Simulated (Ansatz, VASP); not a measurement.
**Two plane-wave programs on BN**

INCAR

```
SYSTEM = BN
PREC = Accurate
ENCUT = 520
EDIFF = 1E-6
ISMEAR = 0
SIGMA = 0.05
LREAL = .False.
LASPH = .True.
NELM = 100
ALGO = Normal
ISIF = 2
LWAVE = .False.
LCHARG = .False.
GGA = PE
NBANDS = 11
```

File KPOINTS:

```
Automatic mesh
0
Gamma
  12 12 12
  0 0 0
```

POSCAR

```
BN
1.0
    0.0000000000      1.8855210400      1.8855210400
    1.8855210400      0.0000000000      1.8855210400
    1.8855210400      1.8855210400      0.0000000000
B N
1 1
Direct
    0.0000000000      0.0000000000      0.0000000000
    0.7500000000      0.7500000000      0.7500000000
```

Input for Ansatz:

```yaml
crystal:
  lattice:
    - [0.0, 1.88552104, 1.88552104]
    - [1.88552104, 0.0, 1.88552104]
    - [1.88552104, 1.88552104, 0.0]
  atoms:
    - { symbol: B, position: [0.0, 0.0, 0.0] }
    - { symbol: "N", position: [0.75, 0.75, 0.75] }
basis:
  ecutwfc: 420
kpoints:
  mp_grid: { grid: [12, 12, 12] }
hamiltonian:
  xc: pbe
scf:
  occupations: { method: gaussian, width: 0.05 }
output:
  forces: true
  stress: true
  eigenvalues: true
```

Change from the starting cell: strain +0.040 along x and y, +0.040 along z, atoms carried along.

Alike in both runs: task single point; functional PBE; k mesh 12 × 12 × 12; occupations gaussian, width 0.05 eV; no spin polarisation.

```csv
,VASP,Ansatz
version,VASP 6.6.1,Ansatz 0.2.0
potentials or method,"VASP PAW PBE potentials, release 64 (B, N)","scalar-relativistic, plane waves, PAW"
plane-wave cutoff (eV),520,420
valence electrons in the cell,8,8
```

```csv
,VASP,Ansatz,Ansatz less VASP
gap on the k mesh at the Fermi level (eV),4.31,4.32,+0.007
least direct gap on the mesh (eV),8.22,8.23,+0.007
pressure (GPa),-35.4,-35.4,+0.08
```

Caveats: the cell as given lies far from equilibrium; so large a pressure means that the cell lies far from this level's equilibrium, or that cutoff or potentials fall short (VASP). A k mesh can miss the band edges.
